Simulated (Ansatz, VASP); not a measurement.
**Two plane-wave programs on Sr**

File INCAR:

```
  PREC = Accurate
  ENCUT = 520
  EDIFF = 1E-7
  ISMEAR = -1
  SIGMA = 0.05
  LREAL = False
  LASPH = True
  NELM = 60
  ALGO = Normal
  ISIF = 2
  LWAVE = False
  LCHARG = False
  GGA = PE
  NBANDS = 17
```

File KPOINTS:

```
Automatic mesh
0
Gamma
  7 7 4
```

File POSCAR:

```
Sr
1.0
    4.3945312646      0.0000000000      0.0000000000
   -2.1972656323      3.8057757129      0.0000000000
    0.0000000000      0.0000000000      7.1882703981
Sr
2
Direct
    0.6666666667      0.3333333333      0.7500000000
    0.3333333333      0.6666666667      0.2500000000
```

File input.yaml:

```yaml
crystal:
  lattice:
    - [4.3945312646, 0.0, 0.0]
    - [-2.1972656323, 3.8057757129, 0.0]
    - [0.0, 0.0, 7.1882703981]
  atoms:
    - { symbol: Sr, position: [0.6666666667, 0.3333333333, 0.75] }
    - { symbol: Sr, position: [0.3333333333, 0.6666666667, 0.25] }
hamiltonian:
  xc: pbe
  pseudopotentials: { kind: paw }
kpoints:
  mp_grid: { grid: [7, 7, 4] }
scf:
  occupations: { method: fermi_dirac, width: 0.05 }
output:
  forces: true
  stress: true
  eigenvalues: true
```

Change from the starting cell: volume scaled by 1.06.

Alike in both runs: task single point; functional PBE; k mesh 7 × 7 × 4; occupations fermi-dirac, width 0.05 eV; no spin polarisation.

|  | VASP | Ansatz |
| --- | --- | --- |
| version | VASP 6.6.1 | Ansatz 0.2.0 |
| potentials or method | VASP PAW PBE potentials, release 64 (Sr_sv) | Ansatz PAW |
| plane-wave cutoff (eV) | 520 | 420 |
| valence electrons in the cell | 20 | 20 |

```tsv
	VASP	Ansatz	Ansatz less VASP
gap on the k mesh at the Fermi level (eV)	none	none	-
pressure (GPa)	-0.8	-0.8	0.00
largest component of the traceless stress (GPa)	0.30	0.30	+0.002
```

A gap of «none» marks a metal or a gap that the smearing closes.
